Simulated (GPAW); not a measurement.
# ZnSe (Stilleite) (F-43m) in GPAW: notebook, part 2 of 3

GPAW 26.7.0. Earlier steps stand in the parts before.

## Step 4: Dielectric tensor, LDA

This run uses another cell than the first one, of 22.76 Å³/atom, 1.042 times its volume.

Contents of run.py:

```python
import numpy as np
from ase.dft.bandgap import bandgap
from ase.io import read, write
from gpaw import GPAW, PW
from gpaw.response.df import DielectricFunction

atoms = read('ZnSe.xyz')

calc = GPAW(mode=PW(500),
            xc='LDA',
            kpts={'size': (7, 7, 7), 'gamma': True},
            occupations={'name': 'fermi-dirac', 'width': 0.001},
            nbands=18,
            convergence={'density': 1e-06},
            maxiter=150,
            txt='gpaw.txt')
atoms.calc = calc
energy = atoms.get_potential_energy()
calc.write('gs.gpw')
write('result.traj', atoms)
print(f'Energy: {energy:.6f} eV')
print('Fermi level:', round(calc.get_fermi_level(), 4), 'eV')
print(f'Gap: {bandgap(calc)[0]:.4f} eV, direct: {bandgap(calc, direct=True)[0]:.4f} eV')

for size in [(20, 20, 20)]:
    name = 'x'.join(str(n) for n in size)
    dense = calc.fixed_density(kpts={'size': size, 'gamma': True},
                               nbands=35, convergence={'bands': 29, 'eigenstates': 1e-7},
                               update_fermi_level=True, txt=f'dense-{name}.txt')
    dense.write(f'{name}.gpw', mode='all')
    df = DielectricFunction(f'{name}.gpw', frequencies=np.array([0.0]), hilbert=False, eta=0.001,
                            ecut=80, nbands=29, intraband=False, txt=f'df-{name}.txt')
    for xc in ['RPA']:
        for direction in ['x', 'y', 'z', [0, 1, 1], [1, 0, 1], [1, 1, 0]]:
            e0, e = df.get_macroscopic_dielectric_constant(xc=xc, direction=direction)
            print(f'{name} {xc} {direction}: {e0:.4f} without, {e:.4f} with local fields')
```

Contents of ZnSe.xyz:

```xyz
2
Lattice="0.0000000000 2.8338000000 2.8338000000 2.8338000000 0.0000000000 2.8338000000 2.8338000000 2.8338000000 0.0000000000" Properties=species:S:1:pos:R:3 pbc="T T T"
Se     4.2507000000      4.2507000000      4.2507000000
Zn     0.0000000000      0.0000000000      0.0000000000
```

Potentials or basis: the program's PAW data sets (release 1.2.1) made for this functional, pw.

The run is started by

```bash
$ OMP_NUM_THREADS=1 python run.py
```

gpaw.txt:

```text
__  _  _
 | _ |_)|_||  |
 |__||  | ||/\| - 26.7.0

Input parameters:
  mode=PW(ecut=500.0),
  convergence={'density': 1e-06},
  kpts=MonkhorstPack(size=(7, 7, 7), gamma=True),
  maxiter=150,
  nbands=18,
  occupations=Occupations(name='fermi-dirac', width=0.001),
  xc=XC(name='LDA')

Diagonalizing LCAO Hamiltonian
Converting LCAO to pw mode

                    Se

       Zn

Atoms  # Å, Bohr magnetons
|   | symbol |        x |        y |        z |    initial magnetic moments |
|---|--------|----------|----------|----------|-----------------------------|
| 0 |     Se | 4.250700 | 4.250700 | 4.250700 | ( 0.0000,  0.0000,  0.0000) |
| 1 |     Zn | 0.000000 | 0.000000 | 0.000000 | ( 0.0000,  0.0000,  0.0000) |

Unit cell  # Å
| periodic |        x |        y |        z |  lengths |    angles |
|----------|----------|----------|----------|----------|-----------|
|      yes | 0.000000 | 2.833800 | 2.833800 | 4.007598 | 60.000000 |
|      yes | 2.833800 | 0.000000 | 2.833800 | 4.007598 | 60.000000 |
|      yes | 2.833800 | 2.833800 | 0.000000 | 4.007598 | 60.000000 |

Number of symmetries: 24
Symmetry operations  # r_c * U_cc + t_c -> r_c
|    | kind |            matrix            |
|----|------|------------------------------|
|  0 |  E   |  1, 0, 0,  0, 1, 0,  0, 0, 1 |
|  1 |  σ   |  1, 0, 0,  0, 0, 1,  0, 1, 0 |
|  2 |  σ   |  1, 0,-1,  0, 1,-1,  0, 0,-1 |
|  3 |  C3  |  1, 0,-1,  0, 0,-1,  0, 1,-1 |
|  4 |  C3  |  1,-1, 0,  0,-1, 1,  0,-1, 0 |
|  5 |  σ   |  1,-1, 0,  0,-1, 0,  0,-1, 1 |
|  6 |  σ   |  0, 1, 0,  1, 0, 0,  0, 0, 1 |
|  7 |  C3  |  0, 1, 0,  0, 0, 1,  1, 0, 0 |
|  8 |  C2  |  0, 1,-1,  1, 0,-1,  0, 0,-1 |
|  9 |  S4  |  0, 1,-1,  0, 0,-1,  1, 0,-1 |
| 10 |  C3  |  0, 0, 1,  1, 0, 0,  0, 1, 0 |
| 11 |  σ   |  0, 0, 1,  0, 1, 0,  1, 0, 0 |
| 12 |  S4  |  0, 0,-1,  1, 0,-1,  0, 1,-1 |
| 13 |  C3  |  0, 0,-1,  0, 1,-1,  1, 0,-1 |
| 14 |  S4  |  0,-1, 1,  1,-1, 0,  0,-1, 0 |
| 15 |  C2  |  0,-1, 1,  0,-1, 0,  1,-1, 0 |
| 16 |  C3  |  0,-1, 0,  1,-1, 0,  0,-1, 1 |
| 17 |  S4  |  0,-1, 0,  0,-1, 1,  1,-1, 0 |
| 18 |  S4  | -1, 1, 0, -1, 0, 1, -1, 0, 0 |
| 19 |  C3  | -1, 1, 0, -1, 0, 0, -1, 0, 1 |
| 20 |  C3  | -1, 0, 1, -1, 1, 0, -1, 0, 0 |
| 21 |  S4  | -1, 0, 1, -1, 0, 0, -1, 1, 0 |
| 22 |  σ   | -1, 0, 0, -1, 1, 0, -1, 0, 1 |
| 23 |  C2  | -1, 0, 0, -1, 0, 1, -1, 1, 0 |

BZ-sampling:
  Number of BZ points: 343
  Number of IBZ points: 20

  Monkhorst-Pack size: [7, 7, 7]
  Monkhorst-Pack shift: [0, 0, 0]

K-points  # in reciprocal-cell coordinates
|     |                                coordinates |     weight |
|-----|--------------------------------------------|------------|
|   0 | (  0.00000000,   0.00000000,   0.00000000) | 0.00291545 |
[... 58 lines left out ...]
    Using partial waves for Se as LCAO basis

  Zn:
    name:    Zinc
    Z:       30.0
    valence: 12
    core:    18
    charge:  0.0  # [|e|]
    compensation charges:
      type: gauss
      rc: 0.37  # [Å]
      lmax: 2
    cutoffs:
      filter: 2.14  # [Å]
      core: 2.28  # [Å]
    projectors
    | kind |    occ | energy [eV] | rcut [Å] |
    |------|--------|-------------|----------|
    |   4s |  2.000 |      -6.218 |    1.286 |
    |   4p |  0.000 |      -1.230 |    1.270 |
    |   3d | 10.000 |     -10.426 |    1.180 |
    |    s |        |      20.994 |    1.286 |
    |    p |        |      25.981 |    1.270 |
    |    d |        |      16.786 |    1.180 |

    Using partial waves for Zn as LCAO basis

Reference energy: -114805.075344  # eV

eigensolver:
  PPCG
  Converge bands: occupied
  niter=2

density mixing:
  MSR1-Mixer
  Pratt-step length: 0.05
  Maximum mixing coefficient: 0.75
  Old densities: 10
  SVD Regularization: 0.005
  Good broyden scale: 1.0
  Trust region scale: 1.0
  Backstep threshold: 4.0
  History deletion threshold: 6.0
  Fourier metric: weight=20.0, sigma=0.015

occupation numbers:
  Fermi-Dirac:
    width: 0.0010  # eV

poisson solver:
  ecut: 4000.0  # eV

xc functional:
  name: None

convergence criteria:
- Maximum integral of absolute [dens]ity change: 1e-06 electrons / valence electron
- Maximum [total energy] change in last 3 cyles: 0.0005 eV / valence electron
- Maximum integral of absolute [eigenst]ate change: 4e-08 eV^2 / valence electron
maximum number of iterations: 150

SCF iterations
|iter     | |      energy | eigst |  dens |
|---------|-|-------------|-------|-------|
|iter:   1| |   -7.691106 | -0.34 |       |
|iter:   2| |   -7.632135 | -2.22 | -1.26 |
|iter:   3| |   -7.442088 | -1.70 | -1.31 |
|iter:   4| |   -7.437703 | -2.83 | -1.85 |
|iter:   5| |   -7.437774c| -4.33 | -2.36 |
|iter:   6| |   -7.437760c| -5.08 | -3.31 |
|iter:   7| |   -7.437765c| -6.41 | -3.73 |
|iter:   8| |   -7.437766c| -7.28 | -4.14 |
|iter:   9| |   -7.437766c| -8.08c| -5.50 |
|iter:  10| |   -7.437766c| -7.84c| -5.81 |
|iter:  11| |   -7.437766c| -9.26c| -6.92c|

Converged in 11 steps
Energy contributions relative to reference atoms: (reference = -114805.075344)

Energy contributions:
  Kinetic:           9.842265
  Coulomb:          -8.410232
  Zero:             -0.040307
  External:          0.000000
  Xc:               -8.829492
  Entropy:          -0.000000
  Spinorbit:         0.000000
  ----------------------------
  Free energy:      -7.437766
  Extrapolated:     -7.437766

dipole moment: (-7.137760, -7.137760, -7.137760)  # |e|*Ang

Fermi level: 3.942
Eigenvalues  # (at kpt = [0.000, 0.000, 0.000])
| band index |      eig [eV] | occ [0-2] |
|------------|---------------|-----------|
|          0 |        -9.756 |     2.000 |
|          1 |        -3.075 |     2.000 |
|          2 |        -3.075 |     2.000 |
|          3 |        -3.075 |     2.000 |
|          4 |        -2.716 |     2.000 |
|          5 |        -2.716 |     2.000 |
[... 10 lines left out ...]
|         16 |        16.452 |     0.000 |
|         17 |        16.452 |     0.000 |

Gap: 1.044 eV
Transition (v -> c):
  (s=0, k=0, n=8, [0.00, 0.00, 0.00]) -> (s=0, k=0, n=9, [0.00, 0.00, 0.00])
No difference between direct/indirect transitions
# Writing to gs.gpw (mode='')
```

stdout:

```text
Energy: -7.437766 eV
Fermi level: 3.9422 eV
Gap: 1.0444 eV, direct: 1.0444 eV
20x20x20 RPA x: 8.1816 without, 7.3228 with local fields
20x20x20 RPA y: 8.1816 without, 7.3228 with local fields
20x20x20 RPA z: 8.1816 without, 7.3228 with local fields
20x20x20 RPA [0, 1, 1]: 8.1816 without, 7.3228 with local fields
20x20x20 RPA [1, 0, 1]: 8.1816 without, 7.3228 with local fields
20x20x20 RPA [1, 1, 0]: 8.1816 without, 7.3228 with local fields
```

df-20x20x20.txt:

```text
FrequencyGridDescriptor(from 0.000 to 0.000 eV, 1 points)
FrequencyGridDescriptor(from 0.000 to 0.000 eV, 1 points)

Calculating chi0 body with:
    Ground state adapter containing:
    Number of spins: 1
    Number of kpoints: 8000
    Number of irreducible kpoints: 256
    Number of completely occupied states: 9
    Number of partially occupied states: 9

    Linear response parametrization:
    q_c: [0.0, 0.0, 0.0]
    Number of frequency points: 1
    Planewave cutoff: 80.0
    Number of bands: 29
    Number of planewaves: 65
    Broadening (eta): 0.001

Integrating chi0 body.

Symmetries of q_c:
    Direct symmetries (Uq -> q): 24
    Indirect symmetries (TUq -> q): 24
In total 48 allowed symmetries.

Integral kind: response function

Calculating chi0 optical extensions with:
    Ground state adapter containing:
    Number of spins: 1
    Number of kpoints: 8000
    Number of irreducible kpoints: 256
    Number of completely occupied states: 9
    Number of partially occupied states: 9

    Linear response parametrization:
    Number of frequency points: 1
    Planewave cutoff: 80.0
    Number of bands: 29
    Number of planewaves: 65
    Broadening (eta): 0.001
Integrating chi0 head and wings.

Symmetries of q_c:
    Direct symmetries (Uq -> q): 24
    Indirect symmetries (TUq -> q): 24
In total 48 allowed symmetries.

Integral kind: response function wings

Finished calculating chi0
```

Wall time 4.7 min (1 thread of Arm Neoverse V1, shared host); peak memory 0.52 GiB.

What came out:

```yaml
Free_energy: -7.4378 eV
Band_gap_on_the_k_mesh: 1.04 eV, direct
Electronic_dielectric_tensor_diagonal: 7.32
```

Electronic dielectric tensor:
```
7.32 0.00 0.00
0.00 7.32 0.00
0.00 0.00 7.32
```

Caveat: the long-wavelength limit can be off by several per cent where d states take part.

## Step 5: Dielectric tensor, LDA

This run uses another cell than the first one, of 23.21 Å³/atom, 1.063 times its volume.

run.py is that of step 4.

Contents of ZnSe.xyz:

```xyz
2
Lattice="0.0000000000 2.8525674344 2.8525674344 2.8525674344 0.0000000000 2.8525674344 2.8525674344 2.8525674344 0.0000000000" Properties=species:S:1:pos:R:3 pbc="T T T"
Se     4.2788511516      4.2788511516      4.2788511516
Zn     0.0000000000      0.0000000000      0.0000000000
```

Potentials or basis: the program's PAW data sets (release 1.2.1) made for this functional, pw.

The run is started by

```bash
$ OMP_NUM_THREADS=1 python run.py
```

gpaw.txt:

```text
__  _  _
 | _ |_)|_||  |
 |__||  | ||/\| - 26.7.0

Input parameters:
  mode=PW(ecut=500.0),
  convergence={'density': 1e-06},
  kpts=MonkhorstPack(size=(7, 7, 7), gamma=True),
  maxiter=150,
  nbands=18,
  occupations=Occupations(name='fermi-dirac', width=0.001),
  xc=XC(name='LDA')

Diagonalizing LCAO Hamiltonian
Converting LCAO to pw mode

                    Se

       Zn

Atoms  # Å, Bohr magnetons
|   | symbol |        x |        y |        z |    initial magnetic moments |
|---|--------|----------|----------|----------|-----------------------------|
| 0 |     Se | 4.278851 | 4.278851 | 4.278851 | ( 0.0000,  0.0000,  0.0000) |
| 1 |     Zn | 0.000000 | 0.000000 | 0.000000 | ( 0.0000,  0.0000,  0.0000) |

Unit cell  # Å
| periodic |        x |        y |        z |  lengths |    angles |
|----------|----------|----------|----------|----------|-----------|
|      yes | 0.000000 | 2.852567 | 2.852567 | 4.034140 | 60.000000 |
[... 167 lines left out ...]
|iter:   2| |   -7.609029 | -2.23 | -1.26 |
|iter:   3| |   -7.418652 | -1.69 | -1.31 |
|iter:   4| |   -7.414216 | -2.81 | -1.85 |
|iter:   5| |   -7.414284c| -4.34 | -2.36 |
|iter:   6| |   -7.414259c| -4.94 | -3.27 |
|iter:   7| |   -7.414264c| -6.05 | -3.71 |
|iter:   8| |   -7.414265c| -7.22 | -4.10 |
|iter:   9| |   -7.414265c| -7.99c| -5.46 |
|iter:  10| |   -7.414265c| -8.03c| -5.81 |
|iter:  11| |   -7.414265c| -9.13c| -6.84c|

Converged in 11 steps
Energy contributions relative to reference atoms: (reference = -114805.075344)

Energy contributions:
  Kinetic:           8.601995
  Coulomb:          -7.430244
  Zero:             -0.039040
  External:          0.000000
  Xc:               -8.546976
  Entropy:          -0.000000
  Spinorbit:         0.000000
  ----------------------------
  Free energy:      -7.414265
  Extrapolated:     -7.414265

dipole moment: (-7.230019, -7.230019, -7.230019)  # |e|*Ang

Fermi level: 3.695
Eigenvalues  # (at kpt = [0.000, 0.000, 0.000])
| band index |      eig [eV] | occ [0-2] |
|------------|---------------|-----------|
|          0 |        -9.844 |     2.000 |
|          1 |        -3.217 |     2.000 |
|          2 |        -3.217 |     2.000 |
|          3 |        -3.217 |     2.000 |
|          4 |        -2.875 |     2.000 |
|          5 |        -2.875 |     2.000 |
[... 10 lines left out ...]
|         16 |        16.192 |     0.000 |
|         17 |        16.192 |     0.000 |

Gap: 0.965 eV
Transition (v -> c):
  (s=0, k=0, n=8, [0.00, 0.00, 0.00]) -> (s=0, k=0, n=9, [0.00, 0.00, 0.00])
No difference between direct/indirect transitions
# Writing to gs.gpw (mode='')
```

df-20x20x20.txt:

```text
FrequencyGridDescriptor(from 0.000 to 0.000 eV, 1 points)
FrequencyGridDescriptor(from 0.000 to 0.000 eV, 1 points)

Calculating chi0 body with:
    Ground state adapter containing:
    Number of spins: 1
    Number of kpoints: 8000
    Number of irreducible kpoints: 256
    Number of completely occupied states: 9
    Number of partially occupied states: 9

    Linear response parametrization:
    q_c: [0.0, 0.0, 0.0]
    Number of frequency points: 1
    Planewave cutoff: 80.0
    Number of bands: 29
    Number of planewaves: 65
    Broadening (eta): 0.001

Integrating chi0 body.

Symmetries of q_c:
    Direct symmetries (Uq -> q): 24
    Indirect symmetries (TUq -> q): 24
In total 48 allowed symmetries.

Integral kind: response function

Calculating chi0 optical extensions with:
    Ground state adapter containing:
    Number of spins: 1
    Number of kpoints: 8000
    Number of irreducible kpoints: 256
    Number of completely occupied states: 9
    Number of partially occupied states: 9

    Linear response parametrization:
    Number of frequency points: 1
    Planewave cutoff: 80.0
    Number of bands: 29
    Number of planewaves: 65
    Broadening (eta): 0.001
Integrating chi0 head and wings.

Symmetries of q_c:
    Direct symmetries (Uq -> q): 24
    Indirect symmetries (TUq -> q): 24
In total 48 allowed symmetries.

Integral kind: response function wings

Finished calculating chi0
```

Run time: 4.7 min. Hardware: 1 thread of Arm Neoverse V1, shared host; peak memory 0.53 GiB.

Results:

| Item | Value |
| --- | --- |
| Free energy | -7.4143 eV |
| Band gap on the k mesh | 0.97 eV, direct |
| Electronic dielectric tensor (diagonal) | 7.41 |

Electronic dielectric tensor:
```
7.41 0.00 0.00
0.00 7.41 0.00
0.00 0.00 7.41
```

Caveat: the long-wavelength limit can be off by several per cent where d states take part.

(Part 2 of 3 ends here.)
